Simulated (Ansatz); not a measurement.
**Sensitivity of the G0W0 gap of InGa5As6 (zincblende [001] superlattice)**

Aim: change settings of a G0W0 run on InGa5As6 (zincblende [001] superlattice) and see what moves.

Calculated with Ansatz 0.2.0; G0W0 on PBEsol, plane waves, PAW; PAW set soft_1.

## (1) The starting structure

The cell holds 12 atoms: 1 In, 6 As and 5 Ga. Cell: a = 4.051 Å, b = 4.052 Å, c = 17.200 Å, α = 90.0°, β = 90.0°, γ = 90.0°. It derives from InAs. Regions: InAs, 2 atoms (1 In and 1 As); GaAs, 10 atoms (5 Ga and 5 As). The structure's axis is c.

The structure was relaxed with PBEsol. The runs that relaxed it are not among those shown.

## (2) The base run: 4×4×2 mesh, 298 empty bands, screening to 60 eV, PAW set soft_1 files

Now the one-shot GW correction: screening in the RPA, then the self-energy of the levels asked for. This step takes PAW set soft_1 files.

Input file input.yaml:

```yaml
crystal:
  lattice:
    - [4.0514542799, 0.0, 0.0]
    - [0.0, 4.0522658251, 0.0]
    - [0.0, 0.0, 17.1996840665]
  atoms:
    - { symbol: In, position: [0.0, 0.0, 0.0502204666] }
    - { symbol: As, position: [0.5, 0.0, 0.1447624294] }
    - { symbol: Ga, position: [0.5, 0.5, 0.2252626828] }
    - { symbol: As, position: [0.0, 0.5, 0.3065850392] }
    - { symbol: Ga, position: [0.0, 0.0, 0.3877817356] }
    - { symbol: As, position: [0.5, 0.0, 0.4690004033] }
    - { symbol: Ga, position: [0.5, 0.5, 0.5501807665] }
    - { symbol: As, position: [0.0, 0.5, 0.6313782432] }
    - { symbol: Ga, position: [0.0, 0.0, 0.7126023475] }
    - { symbol: As, position: [0.5, 0.0, 0.7938317561] }
    - { symbol: Ga, position: [0.5, 0.5, 0.8751659697] }
    - { symbol: As, position: [0.0, 0.5, 0.9556988446] }
kpoints:
  mp_grid: { grid: [4, 4, 2] }
hamiltonian:
  xc: pbesol
  pseudopotentials: { kind: paw, azcp: { folder: soft_1 }, xc_functional: pbe }
scf:
  occupations: { method: fixed }
gw:
  n_empty_bands: 298
  ecut_chi: 60
  qp_bands: [v4, c4]
  qp_kpoints: band_edges
  screening: { model: contour_deformation }
```

Launch:

```
$ ansatz run input.yaml --threads 3 --pin off --max-ram 92160MiB --backend cuda --events-out ev --progress --plain --runs-dir out --devices 1 --max-vram 13GiB
```

Numbers of over 12 decimals in the logs are rounded to 6 here.

The program printed:

```text
GPUs: using 1 of 1 available (devices: 1).
Engine: ansatz 0.2.0, x86_64-unknown-linux-gnu
Pseudopotentials: kind: paw
Pseudopotential: In, paw, valence charge 13, recommended cutoff 420 eV (normal), soft_1/In.paw.azcp
Pseudopotential: As, paw, valence charge 15, recommended cutoff 420 eV (normal), soft_1/As.paw.azcp
Pseudopotential: Ga, paw, valence charge 13, recommended cutoff 420 eV (normal), soft_1/Ga.paw.azcp
Functional definition: PBEsol
  exchange = pbesol_x
  correlation = pbesol_c
device memory: the entry about to start is reckoned to put 4.8 GiB on a device that reports 64.6 GiB free (of which the cap on the GPU budget leaves the run 13.0 GiB)
GPU FFT provider: cuFFT
GPU libraries: cuBLAS 13.8.2, cuFFT 12.4.0, cuSOLVER 12.3.4
Crystal: 12 atoms, lattice volume = 282.377 Å³
Basis set: ecut = 420 eV, 5545 PW (Γ)
Bands: 101, of which v1, the nominal top of the filled ones, is band 84 counted from 1 (83 counted from 0)
Symmetry: 4 space group operations
Space group: Pmm2 (ITA 25), of the structure as read, at distance tolerance 6.6e-5 Å
k-points: 18 of 32
Non-local potential: In, projectors of the file, l = 0: 2, l = 1: 2, l = 2: 2, l = 3: 1
Non-local potential: As, projectors of the file, l = 0: 2, l = 1: 2, l = 2: 3, l = 3: 1
Non-local potential: Ga, projectors of the file, l = 0: 2, l = 1: 2, l = 2: 3, l = 3: 1
PAW form: soft (Blöchl's): semilocal exchange-correlation on the pseudo side does not see the compensation charge
PAW frozen core: In, regenerated for the run's functional, and the local potential with it (the file was generated under x = pbe(κ = 0.804, μ = 0.219515), c = pbe(β = 0.066725))
PAW frozen core: As, regenerated for the run's functional, and the local potential with it (the file was generated under x = pbe(κ = 0.804, μ = 0.219515), c = pbe(β = 0.066725))
PAW frozen core: Ga, regenerated for the run's functional, and the local potential with it (the file was generated under x = pbe(κ = 0.804, μ = 0.219515), c = pbe(β = 0.066725))
PAW one-centre angular grid: In, 590 points (default); XC on 64 Gauss nodes
PAW one-centre angular grid: As, 590 points (default); XC on 64 Gauss nodes
PAW one-centre angular grid: Ga, 590 points (default); XC on 64 Gauss nodes
Initial density: superposition of atomic densities (chi_scale 0.1, normalization cell, long waves kept (reshape's long-wave potential 0.22 eV rms))
Initial wavefunctions: pseudopotential atomic-orbital guess
GPU buffer pool allocated for 108000 grid points (all kernels)
GPU transforms: local potential and band sums: pruned to the plane-wave sphere, on 27×27×120
Functional: x = pbesol(κ = 0.804, μ = 0.123457), c = pbesol(β = 0.046)
[...]
E_kinetic    = 1366.643725
  E_local      = -22062.656675  (includes V_loc(G=0)·N_el)
  E_nonlocal   = -2483.492515
  E_hartree    = 12520.815232
  E_xc         = -875.616237
  E_vxc        = -812.236450  (∫ρ·V_xc dr)
  E_paw        = -25726.401696  (= ΣΔE_a)
  E_vpaw       = -2994.248642  (= ΣTr[D̂ρ^β])
  E_aug_tail   = -0.000905  (compensation charges beyond the density's cutoff)
  E_ewald      = -15872.424058
  E_core_change = 10.349380  (= ΣΔE_core)
  E_smearing   = -0.000000  (= −TS)
  E_closure    = 0.000000  (closes the sum)
  Σ components = -53122.783749   (vs F -53122.783749, Δ=0.00e0)
--- Band table (eV; the first three rows and the last of 18) ---
  k-point 0: bands = [... 80 lower, 6.8561, 7.6616, 7.7400, 7.7413, 7.9173, 8.9788, 9.0626, 9.2490, ... 13 higher]
  k-point 1: bands = [... 80 lower, 7.3084, 7.3098, 7.5144, 7.5161, 8.9542, 8.9580, 9.1744, 9.2130, ... 13 higher]
  k-point 2: bands = [... 80 lower, 6.8604, 6.9257, 6.9432, 7.4993, 9.0426, 9.1497, 9.5157, 9.7438, ... 13 higher]
  k-point 17: bands = [... 80 lower, 4.9051, 4.9338, 4.9339, 4.9668, 9.5513, 9.5517, 9.6246, 9.6246, ... 13 higher]
--- G₀W₀: contour deformation, 8 samples at zero and on the imaginary axis and 1 off it, 32 q-points, 298 empty bands' worth ---
  eigenvalues of the whole cell's RPA ε∞ on this k-mesh (on a slab, of 1 + 4πα/V) = 292.8071, 805.6179, 822.1222; static W/v taken at q = 0 is 0.000238
  gw.qp_kpoints: band_edges: 12 of 18 stored k-points solved, in 1 pass; an edge of the gap read off the rows below is read off those points alone
    valence top: of the k-points left out ik 8 came nearest to being solved in a further pass, in band 84 (counted from 1, as in the quasiparticle table): it holds the edge there only if its correction is more favourable than any solved in that band by at least 1.092 eV; those differ by 0.141 eV
    conduction bottom: of the k-points left out ik 8 came nearest to being solved in a further pass, in band 85 (counted from 1, as in the quasiparticle table): it holds the edge there only if its correction is more favourable than any solved in that band by at least 1.153 eV; those differ by 0.594 eV
    ik  band        ε_KS         Σx   Σc(E_QP)       V_xc       Z   E_QP_lin       E_QP  E_QP is
     0    81      6.8561   -16.0485     1.7033   -14.2254  0.7456     6.7358     6.7363  root
     0    82      7.6616   -16.1214     0.8982   -15.2059  0.7606     7.6443     7.6443  root
     0    83      7.7400   -16.7753     1.4297   -15.2877  0.7560     7.6821     7.6822  root
     0    84      7.7413   -16.7766     1.4300   -15.2889  0.7560     7.6835     7.6836  root
     0    85      7.9173   -12.1548    -2.9844   -15.8997  0.7707     8.7004     8.6778  root
     0    86      8.9788    -6.9619    -3.6590   -10.8237  0.7700     9.1830     9.1816  root
     0    87      9.0626    -7.6190    -3.6456   -11.5415  0.7667     9.3424     9.3396  root
     0    88      9.2490    -7.4722    -3.6543   -11.3953  0.7676     9.5205     9.5178  root
[...]
17    85      9.5513    -7.0586    -3.6200   -10.8764  0.7702     9.7506     9.7492  root
    17    86      9.5517    -7.0582    -3.6201   -10.8762  0.7704     9.7510     9.7496  root
    17    87      9.6246    -7.0940    -3.6662   -10.9550  0.7697     9.8206     9.8194  root
    17    88      9.6246    -7.0940    -3.6662   -10.9550  0.7697     9.8206     9.8194  root
[key lines of the parts left out:]
SCF converged after 11 iterations
Free energy (F): -53122.783749 eV
Fermi energy:    7.741349 eV
```

Run time: 41 s. Hardware: 1 × NVIDIA H100 80GB HBM3 (shared by 6 runs) with 3 threads of AMD EPYC 7R13 (Zen 3), shared host; peak memory 2.2 GiB.

In the SCF lines HF is the Harris–Foulkes energy and dr2 the Hartree energy of the density residual, in eV; the loop may stop once dr2 is under the threshold and the program's other checks hold. Hψ counts applications of the Hamiltonian.

This step gave:

```
bands summed                                 : 382
RPA ε∞ on this mesh (eigenvalues)            : 292.8, 805.6, 822.1
plane waves in the screening matrix          : 313
q-points in the mesh                         : 32
G0W0 gap on the mesh                         : 0.9941 eV
k of the valence top                         : 0, 0, 0
k of the conduction bottom                   : 0, 0, 0
starting gap on the mesh                     : 0.1759 eV
Z at the valence top                         : 0.7560
Z at the conduction bottom                   : 0.7707
least direct G0W0 gap on the computed points : 0.9941 eV
```

The gap on the mesh goes from 0.18 eV to 0.99 eV, a correction of +0.82 eV. Between the two edge states, bare exchange in place of the xc potential would open the gap by 5.23 eV, and correlation takes back 4.41 eV.

## (3) Variant: norm-conserving files, smooth pair densities

This step: G0W0 on PBEsol, plane waves, norm-conserving pseudopotentials.

input.yaml, as its differences from that of step 2:

```diff
@@ -22,3 +22,3 @@
   xc: pbesol
-  pseudopotentials: { kind: paw, azcp: { folder: soft_1 }, xc_functional: pbe }
+  pseudopotentials: { kind: nc }
 scf:
@@ -26,4 +26,4 @@
 gw:
-  n_empty_bands: 298
-  ecut_chi: 60
+  n_empty_bands: 458
+  ecut_chi: 80
   qp_bands: [v4, c4]
@@ -31 +31,2 @@
   screening: { model: contour_deformation }
+  pair_densities: pseudo
```

The program printed:

```text
GPUs: using 1 of 1 available (devices: 1).
[...]
GPU FFT provider: cuFFT
GPU libraries: cuBLAS 13.8.2, cuFFT 12.4.0, cuSOLVER 12.3.4
Crystal: 12 atoms, lattice volume = 282.377 Å³
Basis set: ecut = 1142.878222 eV, 24663 PW (Γ)
Bands: 101, of which v1, the nominal top of the filled ones, is band 84 counted from 1 (83 counted from 0)
[... 1 set-up line as in the run before ...]
[...]
k-points: 18 of 32
[...]
GPU buffer pool allocated for 388800 grid points (all kernels)
[...]
SCF iter   1: F=—  HF=-29491.439792 eV  |F-HF|=—  |Δ(HF+E_count)|=         —  Δρ=3.38e-2  dr2=2.54e0  ethr=3.10e-3  ⟨swp⟩=4.8  Hψ=5490  notcnv=0  defer=258
[...]
SCF iter   9: F=-29490.760638 eV  HF=-29490.760638 eV  |F-HF|=5.65e-8  |Δ(HF+E_count)|=   5.30e-7  Δρ=3.94e-6  dr2=9.13e-8  ethr=5.95e-11  ⟨swp⟩=16.9  Hψ=11494  notcnv=0
SCF 1 converged in 9 iterations: F = -29490.760638 eV  dr2 = 9.13e-8
[...]
NSCF: frozen V_eff on 18 k-points
[...]
G₀W₀ screening: q 1/18
[... further progress lines ...]
SCF converged after 9 iterations
Free energy (F): -29490.760638 eV
[...]
Internal energy: -29490.760638 eV  (E = F + TS)
E sigma→0 (E₀):  -29490.760638 eV
Fermi energy:    8.523348 eV
[...]
--- Band table (eV; the first three rows and the last of 18) ---
  k-point 0: bands = [... 80 lower, 7.6394, 8.4434, 8.5220, 8.5233, 8.6969, 9.7649, 9.8482, 10.0345, ... 13 higher]
  k-point 1: bands = [... 80 lower, 8.0906, 8.0918, 8.2971, 8.2988, 9.7400, 9.7427, 9.9566, 9.9960, ... 13 higher]
  k-point 2: bands = [... 80 lower, 7.6430, 7.7089, 7.7255, 8.2821, 9.8266, 9.9324, 10.3010, 10.5280, ... 13 higher]
  k-point 17: bands = [... 80 lower, 5.6883, 5.7170, 5.7171, 5.7494, 10.3361, 10.3366, 10.4107, 10.4108, ... 13 higher]
[...]
0    81      7.6394   -15.0621     1.9225   -12.5193  0.7456     7.0007     7.0191  root
     0    82      8.4434   -14.8509     1.0777   -13.2357  0.7605     7.8951     7.9059  root
     0    83      8.5220   -15.4911     1.6159   -13.2956  0.7561     7.9284     7.9425  root
     0    84      8.5233   -15.4923     1.6163   -13.2965  0.7561     7.9297     7.9439  root
     0    85      8.6969   -10.8417    -3.0586   -13.7769  0.7701     8.5737     8.5734  root
     0    86      9.7649    -5.9589    -3.6999    -9.7176  0.7713     9.8238     9.8237  root
     0    87      9.8482    -6.5271    -3.7086   -10.2971  0.7676     9.9097     9.9097  root
     0    88     10.0345    -6.3972    -3.6925   -10.1499  0.7688    10.0949    10.0948  root
[...]
17    85     10.3361    -6.0107    -3.6219    -9.6867  0.7716    10.3902    10.3902  root
    17    86     10.3366    -6.0103    -3.6221    -9.6865  0.7717    10.3907    10.3906  root
    17    87     10.4108    -6.0599    -3.6955    -9.8136  0.7711    10.4690    10.4689  root
    17    88     10.4108    -6.0599    -3.6955    -9.8136  0.7711    10.4690    10.4689  root
```

Wall time 1.9 min (1 × NVIDIA H100 80GB HBM3 (shared by 6 runs) with 3 threads); peak memory 5.9 GiB; 3.4 min of CPU time.

The G0W0 gap on the mesh is 0.629 eV.

Against the base:

```
              setting            base          variant
                files  PAW set soft_1  norm-conserving
          empty bands             298              458
screening cutoff (eV)              60               80
       pair densities               -           pseudo
```

```
                                    quantity  variant   base
                    starting gap on the mesh    0.174  0.176
                        G0W0 gap on the mesh    0.629  0.994
least direct G0W0 gap on the computed points    0.629  0.994
                        Z at the valence top    0.756  0.756
                  Z at the conduction bottom    0.770  0.771
```

## (4) What came out

| Property | Result |
| --- | --- |
| base | 0.99 eV, 41 s |
| norm-conserving files, smooth pair densities | 0.63 eV, 1.9 min |

In words: Norm-conserving files, smooth pair densities: the gap moves by −0.36 eV and the time by a factor of 2.8 (the plane-wave cutoff goes from 420 to 1142.88 eV). The variant differs from the base in files, empty bands, screening cutoff and pair densities together, so the change can't be laid to one of them. All runs here use a coarse mesh and modest cutoffs; they test settings and are not final values. The 4×4×2 mesh is coarse for this cell (its supercell is 16 Å along the shortest edge). The RPA ε∞ on it, from the PBEsol start, is 292.81, 805.62 and 822.12; such meshes misread the long-range screening, most where the gap is narrow. On this mesh the RPA ε∞ passes 90, more than nearly any semiconductor shows; a coarse mesh does this where one point with a narrow direct gap carries much weight. The screening is then too strong, and the G0W0 gap should not be taken as the material's. The many-body steps are scalar-relativistic: spin-orbit coupling is not in them.

[Paths, hosts, dates, memory and timing lines, banners, echoed tables and standing remarks are left out of the program output.]

[Logs are printed without paths, hosts, clocks, repeated set-up lines and the standing remarks that a program may print on its own settings, such as how far it seeks lower states.]

[Runs of the session that timed out or met a known fault of the program may be left out.]

[Cells called generated may have been cut or substituted from an entry of the Crystallography Open Database or the Materials Project.]

[Hosts, paths, dates, database ids (printed as entryN), source tags and the programs' standing remarks are cut or masked in the printed files.]
